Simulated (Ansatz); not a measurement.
**Rhodium, fcc under m-r²SCAN: from relaxation to bulk modulus**

Aim: take rhodium in the fcc structure, relax it, solve it on a dense k-mesh, then scale the cell to 7 volumes from 88 to 112 % of the relaxed one and try a fit of the equation of state. The start is ferromagnetic. The k-meshes are 14×14×14 for the relaxation; 23×23×23 for the dense run; 23×23×23 for the volumes. It starts from a deposited cell (COD).

Method: DFT m-r2SCAN, plane waves (500 eV) with PAW, scalar-relativistic; PBE-made PAW files; m-r²SCAN is r²SCAN on the gauge-invariant kinetic-energy density, in Ansatz 0.2.0.

**1. The structure to begin with**

It takes space group Fm-3m (No. 225, cubic). The conventional cell has a = 3.803 Å, b = 3.803 Å, c = 3.803 Å, α = 90.00°, β = 90.00°, γ = 90.00°. Rh (site symmetry m-3m) is surrounded by 12 Rh at 2.69 Å.

Structure file:

```cif
data_structure
_symmetry_space_group_name_H-M 'Fm-3m'
_symmetry_Int_Tables_number 225
_cell_length_a 3.8031
_cell_length_b 3.8031
_cell_length_c 3.8031
_cell_angle_alpha 90.000
_cell_angle_beta 90.000
_cell_angle_gamma 90.000
_cell_volume 55.01
loop_
_atom_site_label
_atom_site_type_symbol
_atom_site_symmetry_multiplicity
_atom_site_Wyckoff_symbol
_atom_site_fract_x
_atom_site_fract_y
_atom_site_fract_z
_atom_site_occupancy
Rh1 Rh 4 a 0.00000 0.00000 0.00000 1
```

The atoms start with moments of +1 μB.

**2. Relaxing cell and atoms**

The input, input.yaml:

```yaml
crystal:
  lattice:
    - [0.0, 1.90155, 1.90155]
    - [1.90155, 0.0, 1.90155]
    - [1.90155, 1.90155, 0.0]
  atoms:
    - { symbol: Rh, position: [0.0, 0.0, 0.0], spin: 1.0 }
hamiltonian:
  xc: mr2scan
  pseudopotentials:
    kind: paw
    azcp:
      Rh: "pseudopotentials/Rh.paw.azcp"
basis:
  ecutwfc: 500
  fft_grid_basis: typed
kpoints:
  mp_grid: { grid: [14, 14, 14], shift: [0, 0, 0] }
magnetization:
  spin_polarized: true
scf:
  occupations: { method: fermi_dirac, width: 0.05 }
relax:
  max_steps: 60
  f_tol: 0.01
  cell: {}
```

Standard output:

```text
Warning: RAYON_NUM_THREADS=4 ignored (pool sized by the plan → 4); use --threads N
Engine: ansatz 0.2.0, x86_64-unknown-linux-gnu
Pseudopotentials: kind: paw
Pseudopotential: Rh, paw, valence charge 17, recommended cutoff 500 eV (meta_gga), <dir>
Functional definition: m-r2SCAN
  exchange = m_r2scan_x
  correlation = m_r2scan_c
Crystal: 1 atoms, lattice volume = 13.752 Å³
Basis set: ecut = 500 eV, 339 PW (Γ), exchange–correlation on 80×80×80 points (64 copies of the dense FFT grid, shifted against one another)
Bands: 13, of which v1, the nominal top of the filled ones, is band 9 counted from 1 (8 counted from 0)
Symmetry: 48 space group operations
Space group: Fm-3m (ITA 225), of the structure as read, at distance tolerance 2.4e-5 Å
Magnetic group: BNS 225.116 (UNI 1618), of the structure as read, at distance tolerance 2.4e-5 Å
k-points: 104 of 2744
Non-local potential: Rh, projectors of the file, l = 0: 3, l = 1: 2, l = 2: 2, l = 3: 1
PAW form: soft (Blöchl's): semilocal exchange-correlation on the pseudo side does not see the compensation charge
PAW frozen core: Rh, regenerated for the run's functional (the file was generated under x = pbe(κ = 0.804, μ = 0.2195149727645171), c = pbe(β = 0.06672455060314922))
PAW one-centre angular grid: Rh, 590 points (default); XC on 160 Gauss nodes
Initial density: superposition of atomic densities (chi_scale 0.1, normalization cell)
Starting moments: Σ|m| = 1 μB on 1 of 1 site
Initial wavefunctions: pseudopotential atomic-orbital guess
Functional: x = mr2scan, c = mr2scan; τ floored in thin density (d = 2e-4 eV/Å³)
SCF iter   1: F=—  HF=-6415.668693 eV  |F-HF|=—  |Δ(HF+E_count)|=         —  Δρ=6.25e-2 (↑6.25e-2 ↓4.32e-2)  dr2=1.32e0  dr2_τ=1.17e-2  dr2_m=3.48e-2  M=0.638 μB ∫|m|=0.639 μB  β_m=0.83  ethr=3.10e-3  ⟨swp⟩=5.4  Hψ=15051  notcnv=0
Mixer restart at iter 1: flushing history
preconditioner: auto → none  [metal: Δε(μ)=0.002 eV  Ē_g=14.550 eV  σ=0.050 eV  W_gap=0.01  n_scr=0 (ndim 8)  ℏωp=30.0 eV  f_vac=0.000  D(μ)=1.43/eV (n_scr^D=14)]
SCF iter   2: F=—  HF=-6415.148818 eV  |F-HF|=—  |Δ(HF+E_count)|=   5.20e-1  Δρ=1.90e-2 (↑1.90e-2 ↓1.66e-2)  dr2=1.04e-1  dr2_τ=6.64e-3  dr2_m=3.16e-3  M=0.573 μB ∫|m|=0.583 μB  β_m=1.00  ethr=3.10e-3  ⟨swp⟩=2.6  Hψ=6368  notcnv=0  defer=13  κ⁻¹=1.0e0(r=1)
SCF iter   3: F=—  HF=-6415.354102 eV  |F-HF|=—  |Δ(HF+E_count)|=         —  Δρ=4.23e-2 (↑4.23e-2 ↓3.87e-2)  dr2=1.61e-2  dr2_τ=1.74e-2  dr2_m=1.93e-1  M=0.020 μB ∫|m|=0.030 μB  β_m=0.31  ethr=6.14e-4  ⟨swp⟩=2.5  Hψ=4519  notcnv=0  defer=13
Mixer restart at iter 3: flushing history
SCF iter   4: F=—  HF=-6415.307409 eV  |F-HF|=—  |Δ(HF+E_count)|=   4.67e-2  Δρ=2.75e-2 (↑2.75e-2 ↓2.64e-2)  dr2=6.89e-3  dr2_τ=1.10e-3  dr2_m=8.44e-2  M=0.040 μB ∫|m|=0.043 μB  β_m=0.48  ethr=9.44e-5  ⟨swp⟩=1.7  Hψ=3307  notcnv=0  defer=13  κ⁻¹=1.0e0(r=1)
SCF iter   5: F=—  HF=-6415.284680 eV  |F-HF|=—  |Δ(HF+E_count)|=   2.27e-2  Δρ=9.75e-3 (↑9.43e-3 ↓9.75e-3)  dr2=8.58e-4  dr2_τ=4.32e-4  dr2_m=1.05e-2  M=-0.003 μB ∫|m|=0.003 μB  β_m=0.57  ethr=4.05e-5  ⟨swp⟩=2.1  Hψ=4510  notcnv=0  defer=13  κ⁻¹=1.2e-1(r=2)
SCF iter   6: F=—  HF=-6415.278891 eV  |F-HF|=—  |Δ(HF+E_count)|=   5.79e-3  Δρ=7.46e-4 (↑7.46e-4 ↓6.49e-4)  dr2=5.22e-5  dr2_τ=5.42e-6  dr2_m=1.23e-5  M=-0.014 μB ∫|m|=0.014 μB  β_m=1.00  ethr=5.05e-6  ⟨swp⟩=2.1  Hψ=4457  notcnv=0  defer=13  κ⁻¹=2.1e-3(r=3)
SCF iter   7: F=—  HF=-6415.278939 eV  |F-HF|=—  |Δ(HF+E_count)|=   4.80e-5  Δρ=5.12e-4 (↑4.80e-4 ↓5.12e-4)  dr2=1.62e-5  dr2_τ=1.13e-6  dr2_m=7.01e-6  M=-0.010 μB ∫|m|=0.010 μB  β_m=1.00  ethr=3.07e-7  ⟨swp⟩=2.4  Hψ=4151  notcnv=0  defer=13  κ⁻¹=6.8e-5(r=4)
SCF iter   8: F=—  HF=-6415.278983 eV  |F-HF|=—  |Δ(HF+E_count)|=   4.45e-5  Δρ=3.72e-4 (↑3.57e-4 ↓3.72e-4)  dr2=7.70e-6  dr2_τ=7.19e-7  dr2_m=5.36e-6  M=-0.005 μB ∫|m|=0.005 μB  β_m=0.33  ethr=9.55e-8  ⟨swp⟩=2.2  Hψ=3505  notcnv=0  defer=13  κ⁻¹=1.9e-5(r=5)
SCF iter   9: F=—  HF=-6415.279015 eV  |F-HF|=—  |Δ(HF+E_count)|=   3.19e-5  Δρ=1.30e-4 (↑1.30e-4 ↓1.22e-4)  dr2=1.91e-6  dr2_τ=1.23e-7  dr2_m=1.09e-7  M=0.002 μB ∫|m|=0.002 μB  β_m=1.00  ethr=4.53e-8  ⟨swp⟩=2.0  Hψ=4422  notcnv=0  defer=13  κ⁻¹=2.6e-6(r=6)
SCF iter  10: F=—  HF=-6415.279016 eV  |F-HF|=—  |Δ(HF+E_count)|=   1.05e-6  Δρ=3.55e-5 (↑3.44e-5 ↓3.55e-5)  dr2=3.24e-8  dr2_τ=1.37e-8  dr2_m=1.27e-7  M=0.001 μB ∫|m|=0.001 μB  β_m=1.00  ethr=1.13e-8  ⟨swp⟩=2.7  Hψ=4303  notcnv=0  defer=13  κ⁻¹=5.6e-7(r=7)
SCF iter  11: F=—  HF=-6415.279017 eV  |F-HF|=—  |Δ(HF+E_count)|=   3.91e-7  Δρ=1.92e-5 (↑1.92e-5 ↓1.82e-5)  dr2=7.08e-10  dr2_τ=4.05e-9  dr2_m=4.35e-8  M=0.001 μB ∫|m|=0.001 μB  β_m=1.00  ethr=1.91e-10  ⟨swp⟩=2.3  Hψ=4380  notcnv=0  defer=13  κ⁻¹=4.2e-8(r=8)
SCF iter  12: F=—  HF=-6415.279017 eV  |F-HF|=—  |Δ(HF+E_count)|=   1.03e-7  Δρ=1.16e-5 (↑1.16e-5 ↓1.09e-5)  dr2=4.74e-10  dr2_τ=1.45e-9  dr2_m=1.56e-8  M=0.000 μB ∫|m|=0.000 μB  β_m=1.00  ethr=4.17e-12  ⟨swp⟩=2.0  Hψ=4553  notcnv=0  defer=13  κ⁻¹=2.2e-9(r=8)
SCF iter  13: F=—  HF=-6415.279017 eV  |F-HF|=—  |Δ(HF+E_count)|=   7.18e-8  Δρ=2.17e-6 (↑2.17e-6 ↓1.81e-6)  dr2=1.02e-10  dr2_τ=4.53e-11  dr2_m=4.17e-10  M=0.000 μB ∫|m|=0.000 μB  β_m=1.00  ethr=2.79e-12  ⟨swp⟩=2.9  Hψ=5330  notcnv=0  defer=13  κ⁻¹=1.5e-9(r=8)
SCF iter  14: F=—  HF=-6415.279017 eV  |F-HF|=—  |Δ(HF+E_count)|=   2.33e-9  Δρ=1.47e-6 (↑1.44e-6 ↓1.47e-6)  dr2=6.17e-12  dr2_τ=2.44e-11  dr2_m=2.59e-10  M=-0.000 μB ∫|m|=0.000 μB  β_m=1.00  ethr=1.00e-12  ⟨swp⟩=2.0  Hψ=4564  notcnv=0  defer=13  κ⁻¹=2.1e-7(r=8)
SCF iter  15: F=—  HF=-6415.279017 eV  |F-HF|=—  |Δ(HF+E_count)|=  7.31e-10  Δρ=8.86e-7 (↑8.07e-7 ↓8.86e-7)  dr2=1.82e-12  dr2_τ=8.34e-12  dr2_m=8.94e-11  M=-0.000 μB ∫|m|=0.000 μB  β_m=0.89  ethr=1.00e-12  ⟨swp⟩=2.5  Hψ=4252  notcnv=0  defer=13  κ⁻¹=6.2e-8(r=8)
SCF iter  16: F=-6415.279017 eV  HF=-6415.279017 eV  |F-HF|=2.73e-12  |Δ(HF+E_count)|=  3.63e-10  Δρ=2.36e-7 (↑1.12e-7 ↓2.36e-7)  dr2=2.88e-12  dr2_τ=3.34e-13  dr2_m=3.54e-12  M=0.000 μB ∫|m|=0.000 μB  ethr=1.00e-12  ⟨swp⟩=1.0  Hψ=7974  notcnv=0
WARN: the starting moments were not kept: the SCF closed with an absolute magnetisation of 1.3e-6 μB, where they sum to 1 μB in size (1 site). That is at most 0.1 of that sum. Measured as dr2_m measures the in/out step, that magnetisation stands 1.1e-12 eV from none, at or under the dr2_threshold of 1.0e-7 eV: it is no larger than a step whose dr2_m would equal this threshold. The system may hold no moment; this SCF shows only that its start led to no more than that. To try another start: raise the starting moments (crystal.atoms[].spin, magnetization.per_species, magnetization.initial_magnetization, or on a non-collinear deck that types none of these the spinor_matrix: blocks that start its atoms; where the total moment is fixed, keep their sum and leave initial_magnetization as it is; typed ones take the place of any that the run laid by itself, positive ones on a crystal's lanthanoids without a Hubbard term where scf.initial_density.shell_occupations: [] is typed) or, if the notice of its spin-set hold's release reads "site moments contracting" or "site moments show no strong build", lengthen the hold (scf.mixing.spin_hold: { on: { confirm: 4 } }; for m-r²SCAN on two components see the key's manual first). Each may lead to a state that holds a moment. A second SCF, from the converged charge density, with the starting moments and any scf.initial_density.shell_occupations laid on it anew, would have followed, and was not run: the deck does not ask for one (magnetization.retry_lost_moments is false, the default). To let it run, set magnetization.retry_lost_moments: true and run the deck again, where that key's refused combinations let it; where memory then withholds it, that run's warning says so.
SCF 1 converged in 16 iterations: F = -6415.279017 eV  dr2 = 2.88e-12
relax step   1: F+E_penalty+E_count = -6415.27901692 eV  Δ(F+E_penalty+E_count) = +0.000e0 eV  max|allowed force component| = 0.000e0 eV/Å  Δτ_max = 0.0000 Å  P = -0.621 GPa  Ω = 13.752 Å³  (16 SCF iters, dr2 threshold 1.00e-7 eV, accepted)
[... 23 lines left out ...]
relax step   2: F+E_penalty+E_count = -6415.27904696 eV  Δ(F+E_penalty+E_count) = -3.004e-5 eV  max|allowed force component| = 0.000e0 eV/Å  Δτ_max = 0.0000 Å  P = +0.526 GPa  Ω = 13.696 Å³  energy of the carried Pulay correction = +1.254e-5 eV  (14 SCF iters, dr2 threshold 1.00e-7 eV, accepted)
[... 20 lines left out ...]
relax step   3: F+E_penalty+E_count = -6415.27908297 eV  Δ(F+E_penalty+E_count) = -3.601e-5 eV  max|allowed force component| = 0.000e0 eV/Å  Δτ_max = 0.0000 Å  P = -0.002 GPa  Ω = 13.721 Å³  energy of the carried Pulay correction = +6.796e-6 eV  (15 SCF iters, dr2 threshold 1.00e-7 eV, accepted)
[... 18 lines left out ...]
relax step   4: F+E_penalty+E_count = -6415.27907412 eV  Δ(F+E_penalty+E_count) = +8.852e-6 eV  max|allowed force component| = 0.000e0 eV/Å  Δτ_max = 0.0000 Å  P = -0.003 GPa  Ω = 13.721 Å³  stress off target by 3.19e-3 GPa  SCF on the basis re-selected at this cell (its energy is not comparable with the rows above)  (12 SCF iters)
basis re-selected at this cell: Δ(F+E_penalty+E_count) = +8.852e-6 eV, ΔP = -0.001 GPa vs the last step (what re-selecting the basis moved, of the pressure what is left beyond the Pulay correction that the steps carried, after the strain that the cell walked since its last selection, with what the two solves' SCF thresholds leave and, on support functions, any second-order correction that the steps lacked; it is no measure of the basis error at this ecutwfc). This SCF's stress stands 3.19e-3 GPa from its target on what of the cell is left free (relax.cell.stress_tol is 5.00e-2 GPa) and its largest allowed force component is 0.00e0 eV/Å (relax.f_tol is 1.00e-2 eV/Å): within both
SCF converged after 12 iterations
Stability not checked: this state was not tested for a lower state beside it, because the mixer in use, unlike msr1, does not test its closes by its own steps (another_mixer; see scf.mixing.algorithm and scf.lower_state_search)
Magnetization: -0.0000 μB (8.5000 up, 8.5000 down)
Absolute magnetization: 0.0000 μB (∫|ρ↑−ρ↓|, with the PAW one-centre terms)
Spin contamination: 0.0000 ħ² per cell (⟨S²⟩ above its minimum at these occupations)
Per-site moments (μB) at R_I (Å): [(-2.062836081887474e-8, 1.1084769657035627)]
Free energy (F): -6415.279074 eV
Harris-Foulkes:  -6415.279074 eV  (|F-HF|=9.09e-13)
Internal energy: -6415.269192 eV  (E = F + TS)
E sigma→0 (E₀):  -6415.274133 eV
Entropy (-TS):   -0.009882 eV (-9.882 meV/atom)
Fermi energy:    22.251688 eV
--- Per-component energies (eV) ---
  E_band       = -101.395513
  E_kinetic    = 573.327401
  E_local      = -1562.051490  (includes V_loc(G=0)·N_el)
  E_nonlocal   = 355.436120
  E_hartree    = 549.806541
  E_xc         = -216.845504
  E_vxc        = -314.176602  (∫ρ·V_xc dr)
  E_paw        = -3604.258084  (= ΣΔE_a)
  E_vpaw       = -274.796605  (= ΣTr[D̂ρ^β])
  E_aug_tail   = 0.000688  (compensation charges beyond the density's cutoff)
  E_vtau       = 21.251876  (kinetic-family band-sum trace: ∫τ·v_τ [+ j·A + Jᵃ·Aᵃ] dr)
  E_ewald      = -2510.314904
  E_core_change = -0.369959  (= ΣΔE_core)
  E_smearing   = -0.009882  (= −TS)
  E_closure    = 0.000000  (closes the sum)
  Σ components = -6415.279074   (vs F -6415.279074, Δ=0.00e0)
--- Forces (eV/Å), atoms counted from 1 ---
  atom   1  Rh    -0.00000000     0.00000000    -0.00000000
  max |Σ_I F_I| component: 6.16e-32 eV/Å
--- Stress (GPa, compression-positive) ---
       -0.003194      -0.000000      -0.000000
       -0.000000      -0.003194      -0.000000
       -0.000000       0.000000      -0.003194
  P = ⅓ Tr σ = -0.0032 GPa (-0.032 kbar)
--- Relaxed structure (3 steps of the walk, 3 accepted, 1 SCFs on fresh bases) ---
  F+E_penalty+E_count = -6415.27907412 eV   max|allowed force component| = 0.000e0 eV/Å   (the final SCF, on the basis selected at the relaxed cell)
  cell:  # Å, volume = 13.7212 Å³
    - [-8.566594230305711e-34, 1.9001492830013993, 1.9001492830013993]
    - [1.9001492830013993, -1.0190744065791177e-34, 1.9001492830013993]
    - [1.9001492830013993, 1.9001492830013993, -4.4902966039892385e-34]
  atoms:
    - { symbol: Rh, position: [0.0, 0.0, 0.0] }
```

Run time: 17 s. Hardware: 4 threads of an x86-64 CPU, shared host; peak memory 0.39 GiB.

Step by step:

```csv
step,energy change (meV/atom),largest force (eV/Å),pressure (GPa),volume (Å³/atom)
1,0.00,0.0000,-0.62,13.752
2,-0.03,0.0000,0.53,13.696
3,-0.07,0.0000,0.00,13.721
4,-0.06,0.0000,0.00,13.721
```

Steps that repeat a cell are solved on a basis chosen anew, so their changes of energy are no gain of the relaxation.

Changes in the cell that was computed:

|  | before | after | change |
| --- | --- | --- | --- |
| a (Å) | 2.689 | 2.687 | -0.1 % |
| b (Å) | 2.689 | 2.687 | -0.1 % |
| c (Å) | 2.689 | 2.687 | -0.1 % |
| volume (Å³/atom) | 13.752 | 13.721 | -0.2 % |
| shortest distance (Å) | 2.689 | 2.687 | -0.1 % |
| space group (spins left aside) | Fm-3m | Fm-3m | same |

**3. The energy on a finer k-mesh**

The input, input.yaml:

```yaml
crystal:
  lattice:
    - [0.0, 1.900149283, 1.900149283]
    - [1.900149283, 0.0, 1.900149283]
    - [1.900149283, 1.900149283, 0.0]
  atoms:
    - { symbol: Rh, position: [0.0, 0.0, 0.0], spin: 1.0 }
hamiltonian:
  xc: mr2scan
  pseudopotentials:
    kind: paw
    azcp:
      Rh: "pseudopotentials/Rh.paw.azcp"
basis:
  ecutwfc: 500
  fft_grid_basis: typed
kpoints:
  mp_grid: { grid: [23, 23, 23], shift: [0, 0, 0] }
magnetization:
  spin_polarized: true
scf:
  occupations: { method: fermi_dirac, width: 0.05 }
```

Standard output, cut to the lines that bear on the results:

```text
Warning: RAYON_NUM_THREADS=4 ignored (pool sized by the plan → 4); use --threads N
[...]
Pseudopotentials: kind: paw
Pseudopotential: Rh, paw, valence charge 17, recommended cutoff 500 eV (meta_gga), <dir>
Functional definition: m-r2SCAN
[...]
Crystal: 1 atoms, lattice volume = 13.721 Å³
Basis set: ecut = 500 eV, 339 PW (Γ), exchange–correlation on 80×80×80 points (64 copies of the dense FFT grid, shifted against one another)
Bands: 13, of which v1, the nominal top of the filled ones, is band 9 counted from 1 (8 counted from 0)
Symmetry: 48 space group operations
Space group: Fm-3m (ITA 225), of the structure as read, at distance tolerance 2.4e-5 Å
Magnetic group: BNS 225.116 (UNI 1618), of the structure as read, at distance tolerance 2.4e-5 Å
k-points: 364 of 12167
[...]
Starting moments: Σ|m| = 1 μB on 1 of 1 site
[...]
SCF iter   1: F=—  HF=-6415.669241 eV  |F-HF|=—  |Δ(HF+E_count)|=         —  Δρ=6.29e-2 (↑6.29e-2 ↓4.29e-2)  dr2=1.31e0  dr2_τ=1.18e-2  dr2_m=3.69e-2  M=0.629 μB ∫|m|=0.630 μB  β_m=0.81  ethr=3.10e-3  ⟨swp⟩=5.4  Hψ=52896  notcnv=0
[...]
SCF iter  16: F=-6415.278552 eV  HF=-6415.278552 eV  |F-HF|=6.37e-12  |Δ(HF+E_count)|=  5.84e-10  Δρ=3.12e-7 (↑1.69e-7 ↓3.12e-7)  dr2=3.63e-12  dr2_τ=6.57e-13  dr2_m=6.99e-12  M=0.000 μB ∫|m|=0.000 μB  ethr=1.00e-12  ⟨swp⟩=2.0  Hψ=18638  notcnv=0
[...]
WARN: the starting moments were not kept: the SCF closed with an absolute magnetisation of 1.9e-6 μB, where they sum to 1 μB in size (1 site). That is at most 0.1 of that sum. Measured as dr2_m measures the in/out step, that magnetisation stands 1.9e-12 eV from none, at or under the [...]
this state was not tested for a lower state beside it, because the mixer in use, unlike msr1, does not test its closes by its own steps (another_mixer; see scf.mixing.algorithm and scf.lower_state_search)
SCF converged after 16 iterations
Magnetization: 0.0000 μB (8.5000 up, 8.5000 down)
Absolute magnetization: 0.0000 μB (∫|ρ↑−ρ↓|, with the PAW one-centre terms)
Spin contamination: 0.0000 ħ² per cell (⟨S²⟩ above its minimum at these occupations)
Per-site moments (μB) at R_I (Å): [(1.6358018835011172e-6, 1.1084769657027465)]
Free energy (F): -6415.278552 eV
[...]
E sigma→0 (E₀):  -6415.273646 eV
Entropy (-TS):   -0.009813 eV (-9.813 meV/atom)
Fermi energy:    22.260242 eV
[...]
```

Wall time 13 s (4 threads of an x86-64 CPU, shared host); peak memory 0.46 GiB.

**4. At 88 % of the relaxed volume**

input.yaml: that of step 3 with these lines changed.

```diff
@@ -2,5 +2,5 @@
   lattice:
-    - [0.0, 1.900149283, 1.900149283]
-    - [1.900149283, 0.0, 1.900149283]
-    - [1.900149283, 1.900149283, 0.0]
+    - [0.0, 1.8208826012, 1.8208826012]
+    - [1.8208826012, 0.0, 1.8208826012]
+    - [1.8208826012, 1.8208826012, 0.0]
   atoms:
@@ -22 +22,3 @@
   occupations: { method: fermi_dirac, width: 0.05 }
+output:
+  stress: true
```

Standard output, cut to the lines that bear on the results:

```text
Warning: RAYON_NUM_THREADS=4 ignored (pool sized by the plan → 4); use --threads N
[...]
Pseudopotentials: kind: paw
Pseudopotential: Rh, paw, valence charge 17, recommended cutoff 500 eV (meta_gga), <dir>
Functional definition: m-r2SCAN
[...]
Crystal: 1 atoms, lattice volume = 12.075 Å³
Basis set: ecut = 500 eV, 331 PW (Γ), exchange–correlation on 80×80×80 points (64 copies of the dense FFT grid, shifted against one another)
Bands: 13, of which v1, the nominal top of the filled ones, is band 9 counted from 1 (8 counted from 0)
Symmetry: 48 space group operations
Space group: Fm-3m (ITA 225), of the structure as read, at distance tolerance 2.3e-5 Å
Magnetic group: BNS 225.116 (UNI 1618), of the structure as read, at distance tolerance 2.3e-5 Å
k-points: 364 of 12167
[...]
Starting moments: Σ|m| = 1 μB on 1 of 1 site
[...]
SCF iter   1: F=—  HF=-6415.507987 eV  |F-HF|=—  |Δ(HF+E_count)|=         —  Δρ=7.33e-2 (↑7.33e-2 ↓4.66e-2)  dr2=1.33e0  dr2_τ=1.29e-2  dr2_m=6.11e-2  M=0.552 μB ∫|m|=0.553 μB  β_m=0.67  ethr=3.10e-3  ⟨swp⟩=5.7  Hψ=53207  notcnv=0
[...]
WARN: the starting moments were not kept: the SCF closed with an absolute magnetisation of 1.5e-6 μB, where they sum to 1 μB in size (1 site). That is at most 0.1 of that sum. Measured as dr2_m measures the in/out step, that magnetisation stands 4.9e-13 eV from none, at or under the [...]
this state was not tested for a lower state beside it, because the mixer in use, unlike msr1, does not test its closes by its own steps (another_mixer; see scf.mixing.algorithm and scf.lower_state_search)
SCF converged after 14 iterations
Magnetization: 0.0000 μB (8.5000 up, 8.5000 down)
Absolute magnetization: 0.0000 μB (∫|ρ↑−ρ↓|, with the PAW one-centre terms)
Spin contamination: 0.0000 ħ² per cell (⟨S²⟩ above its minimum at these occupations)
Per-site moments (μB) at R_I (Å): [(8.407338344820533e-7, 1.0622357089188237)]
Free energy (F): -6415.053725 eV
[...]
E sigma→0 (E₀):  -6415.049803 eV
Entropy (-TS):   -0.007843 eV (-7.843 meV/atom)
Fermi energy:    26.190436 eV
[...]
--- Stress (GPa, compression-positive) ---
       49.835253       0.000000      -0.000000
        0.000000      49.835253      -0.000000
        0.000000       0.000000      49.835253
  P = ⅓ Tr σ = 49.8353 GPa (498.353 kbar)
```

It took 12 s on 4 threads of an x86-64 CPU, shared host; peak memory 0.45 GiB.

[end of part 1 of 2]
